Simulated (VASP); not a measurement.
# ZnSe (Stilleite) (F-43m) in VASP: notebook

Aim: see how the results for ZnSe (Stilleite) move with the level of theory and the settings. Levels: revPBE, BLYP, PW91, PBE0. Tasks: band structure.

Everything below comes from runs of VASP 6.6.1. Logs are shortened: lines on timing, memory, paths and dates and some standing lists are left out, and cuts for length are marked.

**The experiment to reproduce.**

From “Alloy Disordering Effects on the Thermal Conductivity and Energy Gap Temperature Dependence of Cd1−xZnxSe Ternary Crystals Grown by the Bridgman Method”, 2023, pmc:10253836, for a bulk crystal of ZnSe at 300 K: band gap 2.695 ± 0.003 eV (an exciton energy, a little under the gap).

The results are compared with them further down.

### Step 1. The crystal as given

The structure is cubic, space group F-43m (No. 216). Conventional cell: a = 5.668 Å, b = 5.668 Å, c = 5.668 Å, α = 90.00°, β = 90.00°, γ = 90.00°. Se (site symmetry -43m) has 4 Zn at 2.45 Å as nearest neighbours. Zn (site symmetry -43m) has 4 Se at 2.45 Å as nearest neighbours.

### Step 2. Band structure, revPBE

INCAR reads:

```
SYSTEM = ZnSe
PREC = Accurate
ENCUT = 520
EDIFF = 1E-6
ISMEAR = -1
SIGMA = 0.05
LREAL = .False.
LASPH = .True.
NELM = 60
ALGO = Normal
ISIF = 2
LWAVE = .False.
LCHARG = .False.
GGA = RE
```

KPOINTS reads:

```
regular mesh
0
Gamma
  8 8 8
  0 0 0
```

POSCAR reads:

```
ZnSe
1.0
    0.0000000000      2.8338000000      2.8338000000
    2.8338000000      0.0000000000      2.8338000000
    2.8338000000      2.8338000000      0.0000000000
Se Zn
1 1
Direct
    0.7500000000      0.7500000000      0.7500000000
    0.0000000000      0.0000000000      0.0000000000
```

KPOINTS_OPT reads:

```
path GXWKGLUWLK,UX
10
line-mode
reciprocal
 0.0000000000  0.0000000000  0.0000000000  G
 0.5000000000  0.0000000000  0.5000000000  X

 0.5000000000  0.0000000000  0.5000000000  X
 0.5000000000  0.2500000000  0.7500000000  W

 0.5000000000  0.2500000000  0.7500000000  W
 0.3750000000  0.3750000000  0.7500000000  K

 0.3750000000  0.3750000000  0.7500000000  K
 0.0000000000  0.0000000000  0.0000000000  G

 0.0000000000  0.0000000000  0.0000000000  G
 0.5000000000  0.5000000000  0.5000000000  L

 0.5000000000  0.5000000000  0.5000000000  L
 0.6250000000  0.2500000000  0.6250000000  U

 0.6250000000  0.2500000000  0.6250000000  U
 0.5000000000  0.2500000000  0.7500000000  W

 0.5000000000  0.2500000000  0.7500000000  W
 0.5000000000  0.5000000000  0.5000000000  L

 0.5000000000  0.5000000000  0.5000000000  L
 0.3750000000  0.3750000000  0.7500000000  K

 0.6250000000  0.2500000000  0.6250000000  U
 0.5000000000  0.0000000000  0.5000000000  X
```

Potentials or basis: VASP PAW PBE potentials, release 64 (Se, Zn).

Started as:

```bash
$ cat potpaw_PBE.64/Se/POTCAR potpaw_PBE.64/Zn/POTCAR > POTCAR
$ mpirun -np 1 vasp_std > vasp.out
```

OUTCAR:

```text
SYSTEM = ZnSe
   PREC = Accurate
   ENCUT = 520
   EDIFF = 1E-6
   ISMEAR = -1
   LREAL = .False.
   LASPH = .True.
   NELM = 60
   ISIF = 2
   GGA = RE

 ion  position               nearest neighbor table
   1  0.750  0.750  0.750-   2 2.45   2 2.45   2 2.45   2 2.45
   2  0.000  0.000  0.000-   1 2.45   1 2.45   1 2.45   1 2.45

  LATTYP: Found a face centered cubic cell.
 ALAT       =     5.6676000000

  Lattice vectors:

 A1 = (   0.0000000000,   2.8338000000,   2.8338000000)
 A2 = (   2.8338000000,   0.0000000000,   2.8338000000)
 A3 = (   2.8338000000,   2.8338000000,   0.0000000000)

Analysis of symmetry for initial positions (statically):
=====================================================================
 Subroutine PRICEL returns:
 Original cell was already a primitive cell.

 Routine SETGRP: Setting up the symmetry group for a
 face centered cubic supercell.

 Subroutine GETGRP returns: Found 24 space group operations
 (whereof 24 operations were pure point group operations)
 out of a pool of 48 trial point group operations.

The static configuration has the point symmetry T_d .

Analysis of symmetry for dynamics (positions and initial velocities):
=====================================================================
 Subroutine PRICEL returns:
 Original cell was already a primitive cell.

 Routine SETGRP: Setting up the symmetry group for a
 face centered cubic supercell.

 Subroutine GETGRP returns: Found 24 space group operations
 (whereof 24 operations were pure point group operations)
 out of a pool of 48 trial point group operations.

The dynamic configuration has the point symmetry T_d .

 Subroutine INISYM returns: Found 24 space group operations
 (whereof 24 operations are pure point group operations),
 and found     1 'primitive' translations

----------------------------------------------------------------------------------------

                                     Primitive cell

  volume of cell :      45.5132

  direct lattice vectors                    reciprocal lattice vectors
     0.000000000  2.833800000  2.833800000    -0.176441527  0.176441527  0.176441527
     2.833800000  0.000000000  2.833800000     0.176441527 -0.176441527  0.176441527
     2.833800000  2.833800000  0.000000000     0.176441527  0.176441527 -0.176441527

  length of vectors
     4.007598393  4.007598393  4.007598393     0.305605690  0.305605690  0.305605690

  position of ions in fractional coordinates (direct lattice)
     0.750000000  0.750000000  0.750000000
     0.000000000  0.000000000  0.000000000

  ion indices of the primitive-cell ions
   primitive index   ion index
                 1           1
                 2           2

----------------------------------------------------------------------------------------

 KPOINTS: regular mesh

Automatic generation of k-mesh.
 Grid dimensions read from file:
 generate k-points for:    8    8    8

 Generating k-lattice:

  Cartesian coordinates                     Fractional coordinates (reciprocal lattice)
    -0.022055191  0.022055191  0.022055191     0.125000000  0.000000000  0.000000000
     0.022055191 -0.022055191  0.022055191     0.000000000  0.125000000  0.000000000
     0.022055191  0.022055191 -0.022055191     0.000000000  0.000000000  0.125000000

  Length of vectors
     0.038200711  0.038200711  0.038200711

  Shift w.r.t. Gamma in fractional coordinates (k-lattice)
     0.000000000  0.000000000  0.000000000

 Subroutine IBZKPT returns following result:
 ===========================================

 Found     29 irreducible k-points:

 Following reciprocal coordinates:
            Coordinates               Weight
  0.000000  0.000000  0.000000      1.000000
  0.125000  0.000000  0.000000      8.000000
  0.250000  0.000000  0.000000      8.000000
  0.375000  0.000000  0.000000      8.000000
  0.500000  0.000000  0.000000      4.000000
  0.125000  0.125000  0.000000      6.000000
[... 16 lines left out ...]
  0.500000  0.250000  0.125000     48.000000
 -0.375000  0.250000  0.125000     24.000000
 [... further k-points ...]
   k-points           NKPTS =     29   k-points in BZ     NKDIM =     29   number of bands    NBANDS=     13
   number of dos      NEDOS =    301   number of ions     NIONS =      2
   total plane-waves  NPLWV =  27000
   dimension x,y,z NGX =    30 NGY =   30 NGZ =   30
   dimension x,y,z NGXF=    60 NGYF=   60 NGZF=   60
   ions per type =               1   1
   NGX,Y,Z   is equivalent  to a cutoff of  12.44, 12.44, 12.44 a.u.
   NGXF,Y,Z  is equivalent  to a cutoff of  24.89, 24.89, 24.89 a.u.
 SYSTEM =  ZnSe
   PREC   = accura    normal or accurate (medium, high low for compatibility)
   ISTART =      0    job   : 0-new  1-cont  2-samecut
   ICHARG =      2    charge: 1-file 2-atom 10-const
   ISPIN  =      1    spin polarized calculation?
   LNONCOLLINEAR =      F non collinear calculations
   LSORBIT =      F    spin-orbit coupling
   LASPH  =      T    aspherical Exc in radial PAW
   ENCUT  =  520.0 eV  38.22 Ry    6.18 a.u.   7.45  7.45  7.45*2*pi/ulx,y,z
   NELM   =     60;   NELMIN=  2; NELMDL= -5     # of ELM steps
   EDIFF  = 0.1E-05   stopping-criterion for ELM
   LREAL  =      F    real-space projection
   EDIFFG = 0.1E-04   stopping-criterion for IOM
   NSW    =      0    number of steps for IOM
   IBRION =     -1    ionic relax: 0-MD 1-quasi-New 2-CG
   NFREE  =      0    steps in history (QN), initial steepest desc. (CG)
   ISIF   =      2    stress and relaxation
   ISYM   =      2    0-nonsym 1-usesym 2-fastsym
   POTIM  = 0.5000    time-step for ionic-motion
   TEBEG  =    0.0;   TEEND  =   0.0 temperature during run
   PSTRESS=    0.0 pullay stress
   NELECT =      18.0000    total number of electrons
   NUPDOWN=      -1.0000    fix difference up-down
   EMIN   =  10.00;   EMAX   =-10.00  energy-range for DOS
   EFERMI =   0.00;   METHOD = LEGACY
   ISMEAR =    -1;   SIGMA  =   0.05  broadening in eV -4-tet -1-fermi 0-gaus
   EFERMI_NEDOS =   21; number of points for ismear=-14 and -15
   IALGO  =     38    algorithm
   IMIX   =      4    mixing-type and parameters
     AMIX     =   0.40;   BMIX     =  1.00
     AMIX_MAG =   1.60;   BMIX_MAG =  1.00
  volume/ion in A,a.u.               =      22.76       153.57
  Fermi-wavevector in a.u.,A,eV,Ry     =   1.201673  2.270834 19.647073  1.444019
  Thomas-Fermi vector in A             =   2.337476
   LORBIT       =      0    0 simple, 1 ext, 2 COOP (PROOUT), +10 PAW based schemes
   GGA     = RE    functional components
   LHFCALC =     F    Hartree Fock is set to
   AEXX    =    0.0000 exact exchange contribution
   IVDW    =     0    specifies the selected vdW correction
   LEPSILON=     F    determine dielectric tensor
   LRPA    =     F    only Hartree local field effects (RPA)
 non-spin polarized calculation
  energy-cutoff  :      520.00
  volume of cell :       45.51
 maximum number of plane-waves:      1243
 NGX is ok and might be reduce to    30
   NGX = 15   NGY = 15   NGZ = 15

 number of electron      18.0000012 magnetization

 Free energy of the ion-electron system (eV)
  ---------------------------------------------------
  ext. energy  EPLUGINS =         0.00000000
  ---------------------------------------------------
  free energy    TOTEN  =        -5.43780531 eV

  energy without entropy =       -5.43780530  energy(sigma->0) =       -5.43780530

 E-fermi :   2.4366     XC(G=0):  -9.1697

 val. band max:        1.6976938340   @ k =   0.0000   0.0000   0.0000
 cond. band min:       3.1062108358   @ k =   0.0000   0.0000   0.0000
 fundamental gap:      1.4085170017
 Fermi energy:         2.4366370751

 k-point     1 :       0.0000    0.0000    0.0000
  band No.  band energies     occupation
      1     -11.5330      2.00000
      2      -4.8170      2.00000
      3      -4.8170      2.00000
      4      -4.8170      2.00000
      5      -4.4449      2.00000
      6      -4.4449      2.00000
      7       1.6977      2.00000
      8       1.6977      2.00000
      9       1.6977      2.00000
     10       3.1062      0.00000
     11       7.5381      0.00000
     12       7.5381      0.00000
     13       7.5381      0.00000

 k-point     2 :       0.1250    0.0000    0.0000
  band No.  band energies     occupation
      1     -11.4327      2.00000
      2      -4.8095      2.00000
      3      -4.8011      2.00000
      4      -4.8011      2.00000
      5      -4.4462      2.00000
      6      -4.4462      2.00000
      7       0.4089      2.00000
      8       1.5465      2.00000
      9       1.5465      2.00000
     10       4.0637      0.00000
     11       7.5049      0.00000
     12       7.7914      0.00000
     13       7.7914      0.00000

 k-point     3 :       0.2500    0.0000    0.0000
  band No.  band energies     occupation
      1     -11.1723      2.00000
      2      -4.7662      2.00000
      3      -4.7662      2.00000
      4      -4.7528      2.00000
      5      -4.4446      2.00000
      6      -4.4446      2.00000
      7      -1.3157      2.00000
      8       1.2230      2.00000
      9       1.2230      2.00000
     10       4.5318      0.00000
     11       8.1708      0.00000
     12       8.1708      0.00000
     13       8.3569      0.00000
[... 305 lines left out ...]
 k-point    23 :       0.5000    0.2500    0.1250
  band No.  band energies     occupation
      1     -10.7245      2.00000
      2      -4.7210      2.00000
      3      -4.6896      2.00000
      4      -4.5561      2.00000
      5      -4.4322      2.00000
      6      -4.3803      2.00000
      7      -2.6180      2.00000
      8      -0.5551      2.00000
      9       0.4219      2.00000
     10       6.0216      0.00000
     11       7.3326      0.00000
     12       8.4799      0.00000
     13      10.0021      0.00000

 k-point    24 :      -0.3750    0.2500    0.1250
  band No.  band energies     occupation
      1     -10.6160      2.00000
      2      -4.7126      2.00000
      3      -4.6755      2.00000
      4      -4.4760      2.00000
      5      -4.4377      2.00000
      6      -4.2353      2.00000
      7      -3.1625      2.00000
      8      -0.6884      2.00000
      9       0.2425      2.00000
     10       5.9899      0.00000
     11       7.3319      0.00000
     12       9.1610      0.00000
     13      10.4512      0.00000

 [... further k-points ...]
[... 5 lines left out ...]
  --------------------------------------------------------------------------------------
  -------------------------------------------------------------------------------------
  Total        1.1335559      1.1335559      1.1335559      0.0000000      0.0000000     -0.0000000
  in kB       39.9039551     39.9039551     39.9039551      0.0000000      0.0000000     -0.0000000
  external PRESSURE =      39.9039551 kB  Pullay stress =       0.0000000 kB

 VOLUME and BASIS-vectors are now :
 -----------------------------------------------------------------------------
  energy-cutoff  :      520.00
  volume of cell :       45.51
      direct lattice vectors                 reciprocal lattice vectors
     0.000000000  2.833800000  2.833800000    -0.176441527  0.176441527  0.176441527
     2.833800000  0.000000000  2.833800000     0.176441527 -0.176441527  0.176441527
     2.833800000  2.833800000  0.000000000     0.176441527  0.176441527 -0.176441527

 POSITION                                       TOTAL-FORCE (eV/Angst)
 -----------------------------------------------------------------------------------
      4.25070      4.25070      4.25070         0.000000      0.000000      0.000000
      0.00000      0.00000      0.00000        -0.000000     -0.000000     -0.000000
 -----------------------------------------------------------------------------------
    total drift:                                0.000001      0.000001      0.000001

  FREE ENERGIE OF THE ION-ELECTRON SYSTEM (eV)
  ---------------------------------------------------
  free  energy   TOTEN  =        -5.4378053052 eV

  energy  without entropy=       -5.4378052960  energy(sigma->0) =       -5.43780530
```

It took 18 s on 1 thread of AMD EPYC 9R45 (Zen 5), shared host; peak memory 0.15 GiB.

Results:

```yaml
Free_energy: -5.4378 eV
Pressure: 4.0 GPa
Band_gap_on_the_k_mesh: 1.41 eV, direct
Band_gap_along_the_path: 1.41 eV, direct
```

Levels at the corners of the path, in eV from the valence-band top:
| point | band 6 | band 7 | band 8 | band 9 | band 10 | band 11 | band 12 | band 13 |
| --- | --- | --- | --- | --- | --- | --- | --- | --- |
| Γ | -6.14 | 0.00 | 0.00 | 0.00 | 1.41 | 5.84 | 5.84 | 5.84 |
| X | -5.96 | -4.72 | -2.18 | -2.18 | 3.09 | 3.53 | 10.87 | 11.31 |
| X | -5.96 | -4.72 | -2.18 | -2.18 | 3.09 | 3.53 | 10.87 | 11.31 |
| W | -5.84 | -4.66 | -2.74 | -2.64 | 5.57 | 5.59 | 7.04 | 7.80 |
| W | -5.84 | -4.66 | -2.74 | -2.64 | 5.57 | 5.59 | 7.04 | 7.80 |
| K | -5.88 | -4.69 | -3.06 | -1.78 | 3.67 | 5.67 | 9.14 | 9.31 |
| K | -5.88 | -4.69 | -3.06 | -1.78 | 3.67 | 5.67 | 9.14 | 9.31 |
| Γ | -6.14 | 0.00 | 0.00 | 0.00 | 1.41 | 5.84 | 5.84 | 5.84 |
| Γ | -6.14 | 0.00 | 0.00 | 0.00 | 1.41 | 5.84 | 5.84 | 5.84 |
| L | -5.98 | -5.19 | -0.86 | -0.86 | 2.63 | 6.43 | 6.43 | 8.72 |
| L | -5.98 | -5.19 | -0.86 | -0.86 | 2.63 | 6.43 | 6.43 | 8.72 |
| U | -5.88 | -4.69 | -3.06 | -1.78 | 3.67 | 5.67 | 9.14 | 9.31 |
| U | -5.88 | -4.69 | -3.06 | -1.78 | 3.67 | 5.67 | 9.14 | 9.31 |
| W | -5.84 | -4.66 | -2.74 | -2.64 | 5.57 | 5.59 | 7.04 | 7.80 |
| W | -5.84 | -4.66 | -2.74 | -2.64 | 5.57 | 5.59 | 7.04 | 7.80 |
| L | -5.98 | -5.19 | -0.86 | -0.86 | 2.63 | 6.43 | 6.43 | 8.72 |
| L | -5.98 | -5.19 | -0.86 | -0.86 | 2.63 | 6.43 | 6.43 | 8.72 |
| K | -5.88 | -4.69 | -3.06 | -1.78 | 3.67 | 5.67 | 9.14 | 9.31 |
| U | -5.88 | -4.69 | -3.06 | -1.78 | 3.67 | 5.67 | 9.14 | 9.31 |
| X | -5.96 | -4.72 | -2.18 | -2.18 | 3.09 | 3.53 | 10.87 | 11.31 |

Caveat: the PAW data sets were made with another functional, which shifts forces and pressure a little.

### Step 3. Band structure, BLYP

POSCAR is that of step 2.

INCAR.step1 reads:

```
AGGAC = 1.0
AGGAX = 1.0
ALDAC = 0.0
ALDAX = 1.0
ALGO = Normal
EDIFF = 1E-6
ENCUT = 520
GGA = B5
ISIF = 2
ISMEAR = -1
LASPH = T
LCHARG = T
LREAL = F
LWAVE = F
NELM = 80
PREC = Accurate
SIGMA = 0.05
```

KPOINTS.step1 reads:

```
k-points
0
Gamma
  8 8 8
```

INCAR.step2 reads:

```
AGGAC = 1.0
AGGAX = 1.0
ALDAC = 0.0
ALDAX = 1.0
ALGO = Normal
EDIFF = 1E-6
ENCUT = 520
GGA = B5
ICHARG = 11
ISIF = 2
ISMEAR = 0
LASPH = T
LCHARG = F
LREAL = F
LWAVE = F
NELM = 80
PREC = Accurate
SIGMA = 0.05
```

KPOINTS.step2 reads:

```
path GXWKGLUWLK,UX
10
line-mode
reciprocal
 0.0000000000  0.0000000000  0.0000000000  G
 0.5000000000  0.0000000000  0.5000000000  X

 0.5000000000  0.0000000000  0.5000000000  X
 0.5000000000  0.2500000000  0.7500000000  W

 0.5000000000  0.2500000000  0.7500000000  W
 0.3750000000  0.3750000000  0.7500000000  K

 0.3750000000  0.3750000000  0.7500000000  K
 0.0000000000  0.0000000000  0.0000000000  G

 0.0000000000  0.0000000000  0.0000000000  G
 0.5000000000  0.5000000000  0.5000000000  L

 0.5000000000  0.5000000000  0.5000000000  L
 0.6250000000  0.2500000000  0.6250000000  U

 0.6250000000  0.2500000000  0.6250000000  U
 0.5000000000  0.2500000000  0.7500000000  W

 0.5000000000  0.2500000000  0.7500000000  W
 0.5000000000  0.5000000000  0.5000000000  L

 0.5000000000  0.5000000000  0.5000000000  L
 0.3750000000  0.3750000000  0.7500000000  K

 0.6250000000  0.2500000000  0.6250000000  U
 0.5000000000  0.0000000000  0.5000000000  X
```

Potentials or basis: VASP PAW PBE potentials, release 64 (Se, Zn).

Started as:

```bash
$ cat potpaw_PBE.64/Se/POTCAR potpaw_PBE.64/Zn/POTCAR > POTCAR
$ cp INCAR.step1 INCAR
$ cp KPOINTS.step1 KPOINTS
$ mpirun -np 1 vasp_std > vasp.out
$ cp INCAR.step2 INCAR
$ cp KPOINTS.step2 KPOINTS
$ mpirun -np 1 vasp_std > vasp.out
```

It took 28 s on 1 thread of AMD EPYC 9R45 (Zen 5), shared host; peak memory 0.17 GiB.

It converged, with:

| Item | Value |
| --- | --- |
| Band gap on the k mesh | 1.27 eV, direct |
| Band gap along the path | 1.28 eV, direct |

Levels at the corners of the path, in eV from the valence-band top:
```
point  band 6  band 7  band 8  band 9  band 10  band 11  band 12  band 13
    Γ   -6.30    0.00    0.00    0.00     1.28     5.85     5.85     5.85
    X   -6.12   -4.76   -2.15   -2.15     3.14     3.50    10.81    11.23
    X   -6.12   -4.76   -2.15   -2.15     3.14     3.50    10.81    11.23
    W   -6.00   -4.68   -2.72   -2.61     5.49     5.63     7.02     7.86
    W   -6.00   -4.68   -2.72   -2.61     5.49     5.63     7.02     7.86
    K   -6.04   -4.71   -3.03   -1.77     3.67     5.64     9.16     9.30
    K   -6.04   -4.71   -3.03   -1.77     3.67     5.64     9.16     9.30
    Γ   -6.30    0.00    0.00    0.00     1.28     5.85     5.85     5.85
    Γ   -6.30    0.00    0.00    0.00     1.28     5.85     5.85     5.85
    L   -6.14   -5.18   -0.86   -0.86     2.55     6.45     6.45     8.74
    L   -6.14   -5.18   -0.86   -0.86     2.55     6.45     6.45     8.74
    U   -6.04   -4.71   -3.03   -1.77     3.67     5.64     9.16     9.30
    U   -6.04   -4.71   -3.03   -1.77     3.67     5.64     9.16     9.30
    W   -6.00   -4.68   -2.72   -2.61     5.49     5.63     7.02     7.86
    W   -6.00   -4.68   -2.72   -2.61     5.49     5.63     7.02     7.86
    L   -6.14   -5.18   -0.86   -0.86     2.55     6.45     6.45     8.74
    L   -6.14   -5.18   -0.86   -0.86     2.55     6.45     6.45     8.74
    K   -6.04   -4.71   -3.03   -1.77     3.67     5.64     9.16     9.30
    U   -6.04   -4.71   -3.03   -1.77     3.67     5.64     9.16     9.30
    X   -6.12   -4.76   -2.15   -2.15     3.14     3.50    10.81    11.23
```

Caveat: the log is that of the step along the path at fixed density, whose energy, stress, charges and moments have no meaning; the PAW data sets were made with another functional, which shifts forces and pressure a little.

(Continued in part 2 of 2.)
